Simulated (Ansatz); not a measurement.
# CdS (F-43m): a single-point run

The task is a single-point run on CdS (F-43m). The structure is shown as the input types it.

The COD entry's cell or inner coordinates are ideal or old and differ from later refinements, so a difference from it is no clean test against experiment.

Computed with Ansatz 0.2.0 (DFT r2SCAN, scalar-relativistic, plane waves, PAW, unless a step's input says otherwise).

## 1. Starting point

Symmetry: F-43m, No. 216, cubic system. The conventional cell has a = 5.878 Å, b = 5.878 Å, c = 5.878 Å, α = 90.00°, β = 90.00°, γ = 90.00°. Around Cd (site symmetry -43m) lie 4 S at 2.55 Å. S (site symmetry -43m) has 4 Cd at 2.55 Å as nearest neighbours.

Coordinates:

```cif
data_structure
_symmetry_space_group_name_H-M 'P 1'
_symmetry_Int_Tables_number 1
_cell_length_a 4.1563
_cell_length_b 4.1563
_cell_length_c 4.1563
_cell_angle_alpha 60.000
_cell_angle_beta 60.000
_cell_angle_gamma 60.000
_cell_volume 50.77
loop_
_atom_site_label
_atom_site_type_symbol
_atom_site_fract_x
_atom_site_fract_y
_atom_site_fract_z
_atom_site_occupancy
Cd1 Cd 0.00000 0.00000 0.00000 1
S1 S 0.75000 0.75000 0.75000 1
```

## 2. The run

File input.yaml:

```yaml
crystal:
  lattice:
    - [0.0, 2.9389154368, 2.9389154368]
    - [2.9389154368, 0.0, 2.9389154368]
    - [2.9389154368, 2.9389154368, 0.0]
  atoms:
    - { symbol: Cd, position: [0.0, 0.0, 0.0] }
    - { symbol: S, position: [0.75, 0.75, 0.75] }
basis:
  Ecutwfc: 500
  ecutrho_ratio: 4
kpoints:
  mp_grid: { grid: [8, 8, 8] }
hamiltonian:
  xc: r2scan
scf:
  occupations: { method: gaussian, width: 0.05 }
  max_iter: 80
output:
  forces: true
  stress: true
```

Command:

```sh
$ ansatz run input.yaml --threads 4 --pin off --max-ram 7168MiB --backend cpu --events-out ev --progress --plain --runs-dir out
```

**Question.** How will this run end, and is anything wrong with its input?

Nothing was computed: the input was turned down at the start. The line that matters: «line 10 column 3: unknown field `Ecutwfc`, expected one of ecutwfc, ecutrho_ratio, smooth_cutoff_half_width, xc_grid, low_memory, ...»

The suspect setting: basis.Ecutwfc is 500. The parser met a name that isn't among its keywords: a slip in spelling.

Fix: spell the key as the program lists it.
